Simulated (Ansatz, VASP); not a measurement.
This is a calculation of Li2O for Ansatz 0.2.0.

input.yaml

```yaml
crystal:
  lattice:
    - [0.0, 2.3422644627, 2.3422644627]
    - [2.3422644627, 0.0, 2.3422644627]
    - [2.3422644627, 2.3422644627, 0.0]
  atoms:
    - { symbol: O, position: [0.0, 0.0, 0.0] }
    - { symbol: Li, position: [0.25, 0.25, 0.25] }
    - { symbol: Li, position: [0.75, 0.75, 0.75] }
hamiltonian:
  xc: pbe
  pseudopotentials: { kind: paw }
kpoints:
  mp_grid: { grid: [10, 10, 10] }
scf:
  occupations: { method: fermi_dirac, width: 0.05 }
output:
  forces: true
  stress: true
  eigenvalues: true
```

Potentials or basis: Ansatz PAW.

Run with:

```sh
$ ansatz run input.yaml --threads 1 --pin off --max-ram 3584MiB --backend cpu --events-out ev --progress --plain --runs-dir out
```

Set up the same calculation for VASP 6.6.1. Potentials there: VASP PAW PBE potentials, release 64 (O, Li_sv).

As run (the cutoff follows the program's own potentials):

Contents of INCAR:

```
PREC = Accurate ; ENCUT = 520
EDIFF = 1E-7 ; ISMEAR = -1
SIGMA = 0.05 ; LREAL = F
LASPH = T ; NELM = 100
ALGO = Normal ; ISIF = 2
LWAVE = F ; LCHARG = F
GGA = PE ; NBANDS = 13
```

Contents of KPOINTS:

```
regular mesh
0
Gamma
  10 10 10
```

POSCAR

```
Li2O
1.0
    0.0000000000      2.3422644627      2.3422644627
    2.3422644627      0.0000000000      2.3422644627
    2.3422644627      2.3422644627      0.0000000000
O Li
1 2
Direct
    0.0000000000      0.0000000000      0.0000000000
    0.2500000000      0.2500000000      0.2500000000
    0.7500000000      0.7500000000      0.7500000000
```

Potentials or basis: VASP PAW PBE potentials, release 64 (O, Li_sv).

Launch:

```sh
$ cat potpaw_PBE.64/O/POTCAR potpaw_PBE.64/Li_sv/POTCAR > POTCAR
$ mpirun -np 1 vasp_std > vasp.out
```

Both were run:

|  | VASP | Ansatz | Ansatz less VASP |
| --- | --- | --- | --- |
| gap on the k mesh at the Fermi level (eV) | 4.89 | 4.91 | +0.018 |
| least direct gap on the mesh (eV) | 4.98 | 4.96 | -0.011 |

 A k mesh can miss the band edges.
